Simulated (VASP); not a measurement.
# Ni (Fm-3m) in VASP: notebook, part 2 of 2

VASP 6.6.1. The steps go on from the part before.

### 3 Single point, PBE, collinear spin, ferromagnetic start

The input, INCAR:

```
ALGO = Fast
EDIFF = 1E-7
ENCUT = 520
GGA = PE
ISIF = 2
ISMEAR = 0
ISPIN = 2
LASPH = T
LCHARG = F
LMAXMIX = 4
LORBIT = 11
LREAL = F
LWAVE = F
MAGMOM = 0.8
NELM = 120
PREC = Accurate
SIGMA = 0.1
```

The input, KPOINTS:

```
k-points
0
Gamma
  22 22 22
```

The input, POSCAR:

```
Ni
1.0
    0.0000000000      1.7619350000      1.7619350000
    1.7619350000      0.0000000000      1.7619350000
    1.7619350000      1.7619350000      0.0000000000
Ni
1
Direct
    0.0000000000      0.0000000000      0.0000000000
```

Potentials or basis: VASP PAW PBE potentials, release 64 (Ni).

On the command line:

```sh
cat potpaw_PBE.64/Ni/POTCAR > POTCAR
mpirun -np 1 vasp_std > vasp.out
```

OUTCAR:

```text
EDIFF = 1E-7
   ENCUT = 520
   GGA = PE
   ISIF = 2
   ISMEAR = 0
   ISPIN = 2
   LASPH = T
   LORBIT = 11
   LREAL = F
   NELM = 120
   PREC = Accurate

 ion  position               nearest neighbor table
   1  0.000  0.000  0.000-

  LATTYP: Found a face centered cubic cell.
 ALAT       =     3.5238700000

  Lattice vectors:

 A1 = (   0.0000000000,   1.7619350000,   1.7619350000)
 A2 = (   1.7619350000,   0.0000000000,   1.7619350000)
 A3 = (   1.7619350000,   1.7619350000,   0.0000000000)

Analysis of symmetry for initial positions (statically):
=====================================================================
 Subroutine PRICEL returns:
 Original cell was already a primitive cell.

 Routine SETGRP: Setting up the symmetry group for a
 face centered cubic supercell.

 Subroutine GETGRP returns: Found 48 space group operations
 (whereof 48 operations were pure point group operations)
 out of a pool of 48 trial point group operations.

The static configuration has the point symmetry O_h .

Analysis of symmetry for dynamics (positions and initial velocities):
[... 483 lines left out ...]
      8      36.7766      0.00000
      9      36.7766      0.00000
[... 265 lines left out ...]
 k-point    24 :      -0.4545    0.0455    0.0000
  band No.  band energies     occupation
      1       4.9540      1.00000
      2       7.4838      1.00000
      3       7.5528      1.00000
      4       8.5207      1.00000
      5       9.4171      0.05630
      6       9.8458      0.00000
      7      15.5832      0.00000
      8      30.9021      0.00000
      9      33.0774      0.00000

 [... further k-points ...]

------------------------ aborting loop because EDIFF is reached ----------------------------------------

  FORCE on cell =-STRESS in cart. coord.  units (eV):
  Direction    XX          YY          ZZ          XY          YZ          ZX
  --------------------------------------------------------------------------------------
  -------------------------------------------------------------------------------------
  Total       -0.0585771     -0.0585771     -0.0585771     -0.0000000     -0.0000000      0.0000000
  in kB       -8.5790448     -8.5790448     -8.5790448     -0.0000000     -0.0000000      0.0000000
  external PRESSURE =      -8.5790448 kB  Pullay stress =       0.0000000 kB

 VOLUME and BASIS-vectors are now :
 -----------------------------------------------------------------------------
  energy-cutoff  :      520.00
  volume of cell :       10.94
      direct lattice vectors                 reciprocal lattice vectors
     0.000000000  1.761935000  1.761935000    -0.283778914  0.283778914  0.283778914
     1.761935000  0.000000000  1.761935000     0.283778914 -0.283778914  0.283778914
     1.761935000  1.761935000  0.000000000     0.283778914  0.283778914 -0.283778914

 POSITION                                       TOTAL-FORCE (eV/Angst)
 -----------------------------------------------------------------------------------
      0.00000      0.00000      0.00000         0.000000      0.000000      0.000000
 -----------------------------------------------------------------------------------
    total drift:                                0.000000      0.000000      0.000000

  FREE ENERGIE OF THE ION-ELECTRON SYSTEM (eV)
  ---------------------------------------------------
  free  energy   TOTEN  =        -5.4746112097 eV

  energy  without entropy=       -5.4662599269  energy(sigma->0) =       -5.47043557

 total charge

# of ion       s       p       d       tot
------------------------------------------
    1        0.496   0.493   8.311   9.300

 magnetization (x)

# of ion       s       p       d       tot
------------------------------------------
    1       -0.006  -0.025   0.685   0.654
```

stdout:

```text
POSCAR found type information on POSCAR Ni
 POSCAR found :  1 types and       1 ions
 scaLAPACK will be used
 LDA part: xc-table for (Slater+PW92), standard interpolation
 POSCAR, INCAR and KPOINTS ok, starting setup
 FFT: planning ... GRIDC
 FFT: planning ... GRID_SOFT
 FFT: planning ... GRID
 WAVECAR not read
 entering main loop
WARNING in EDDRMM: call to ZHEGV failed, returncode =   8  4      8
WARNING in EDDRMM: call to ZHEGV failed, returncode =   8  4      8
WARNING in EDDRMM: call to ZHEGV failed, returncode =   8  4      8
WARNING in EDDRMM: call to ZHEGV failed, returncode =   8  4      7
WARNING in EDDRMM: call to ZHEGV failed, returncode =   6  3      8
```

Wall time 62 s (1 thread of Intel Xeon Platinum 8259CL at 2.50GHz (Skylake/Cascade Lake), shared host); peak memory 0.17 GiB.

What came out:

```yaml
Free_energy: -5.4746 eV
Pressure: -0.9 GPa
Band_gap_on_the_k_mesh: none (metal or under the smearing width)
Net_moment: 0.64 μB per cell
Site_moments: Ni +0.65 μB
Valence_electrons_inside_the_program's_atomic_spheres: Ni 9.30
```

### 4 Single point, PBE, collinear spin, ferromagnetic start

INCAR is that of step 3.

The input, KPOINTS:

```
k-points
0
Gamma
  26 26 26
```

POSCAR is that of step 3.

On the command line:

```sh
cat potpaw_PBE.64/Ni/POTCAR > POTCAR
mpirun -np 1 vasp_std > vasp.out
```

It took 94 s on 1 thread of Intel Xeon Platinum 8259CL at 2.50GHz (Skylake/Cascade Lake), shared host; peak memory 0.2 GiB.

The run converged. Its results:

```
Free energy                                           : -5.4742 eV
Pressure                                              : -0.9 GPa
Band gap on the k mesh                                : none (metal or under the smearing width)
Net moment                                            : 0.63 μB per cell
Site moments                                          : Ni +0.64 μB
Valence electrons inside the program's atomic spheres : Ni 9.30
```

Levels at points of the mesh, in eV from the Fermi level:
Spin up:
```csv
k point,band 2,band 3,band 4,band 5,band 6,band 7,band 8,band 9
"(0.00, 0.00, 0.00)",-2.43,-2.43,-2.43,-1.26,-1.26,23.68,27.49,27.49
"(0.50, 0.00, 0.00)",-2.40,-2.40,-0.61,-0.61,-0.28,5.62,22.17,24.57
"(0.50, 0.50, 0.00)",-4.17,-0.55,-0.48,-0.48,2.44,9.17,14.77,14.77
```
Spin down:
```tsv
k point	band 3	band 4	band 5	band 6	band 7	band 8
(0.00, 0.00, 0.00)	-1.67	-1.67	-0.67	-0.67	23.51	27.47
(0.50, 0.00, 0.00)	-1.79	-0.35	0.15	0.15	6.04	22.02
(0.50, 0.50, 0.00)	0.06	0.38	0.38	2.40	9.41	14.78
```

### 5 Single point, PBE, collinear spin, ferromagnetic start

INCAR: that of step 4 with these lines changed.

```diff
@@ -2,3 +2,3 @@
 EDIFF = 1E-7
-ENCUT = 520
+ENCUT = 200
 GGA = PE
```

The input, KPOINTS:

```
k-points
0
Gamma
  14 14 14
```

POSCAR is that of step 4.

On the command line:

```sh
cat potpaw_PBE.64/Ni/POTCAR > POTCAR
mpirun -np 1 vasp_std > vasp.out
```

Run time: 6.8 s. Hardware: 1 thread of Intel Xeon Platinum 8259CL at 2.50GHz (Skylake/Cascade Lake), shared host; peak memory 0.11 GiB.

The run converged, but a check on its numbers failed (symmetry, net force, bounds or a known fault of this set-up), so they aren't taken as properties of the crystal.

Caveat: the cutoff lies under the usual one of these potentials, so the numbers hold a large basis-set error; a pressure of tens of GPa on the cell as given is suspect, and the run, the potentials or the cell itself is likely at fault.

### 6 Overview

| k mesh | gap on the mesh (eV) | pressure (GPa) | moment (μB) |
| --- | --- | --- | --- |
| 16 × 16 × 16 | none | -1.2 | 0.60 |
| 22 × 22 × 22 | none | -0.9 | 0.64 |
| 26 × 26 × 26 | none | -0.9 | 0.63 |

Alike in all rows: task single point; level PBE; potentials or basis VASP PAW PBE potentials, release 64 (Ni); spin collinear, ferromagnetic start; cell as given; cutoff (eV) 520; smearing gaussian 0.1 eV.

Every run on the cell as given and a fine mesh finds a metal.

Absolute energies hang on the potentials; compare differences alone.
